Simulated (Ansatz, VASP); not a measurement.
Two plane-wave programs on Ti

```
Ti
1.0
     1.87863   -4.88911    0.00000
     1.87863    4.88911    0.00000
     0.00000    0.00000    4.02363
Ti
4
Cartesian
  1.8786 3.4177 0.0000
  1.8786 -1.4714 2.0118
  1.8786 -3.4177 4.0236
  1.8786 1.4714 2.0118
```

Alike in both runs: functional r2SCAN; k mesh 4 × 4 × 4; occupations gaussian, width 0.1 eV; no spin polarisation.

Ansatz relaxed the structure, and its values are those at the end. VASP's run is a single point on that final structure, the one shown.

|  | VASP | Ansatz |
| --- | --- | --- |
| version | VASP 6.6.1 | Ansatz 0.2.0 |
| potentials or method | VASP PAW PBE potentials, release 64 (Ti_sv) | scalar-relativistic, plane waves, PAW |
| plane-wave cutoff (eV) | 520 | 500 |
| valence electrons in the cell | 48 | 48 |

Ansatz gave:

| Property | Result |
| --- | --- |
| gap on the k mesh at the Fermi level (eV) | none |
| pressure (GPa) | -0.1 |
| rms of the force components (eV/Å) | 0.000 |

**Question.** Which values does VASP return?

**Answer.** gap on the k mesh at the Fermi level (eV): none; pressure (GPa): 0.3; rms of the force components (eV/Å): 0.024.

A gap of «none» marks a metal or a gap that the smearing closes.

Caveats: the k mesh is coarse (spacing up to 0.45 Å⁻¹), so the values aren't converged; the PAW data sets were made with another functional, which shifts forces and pressure a little (VASP).
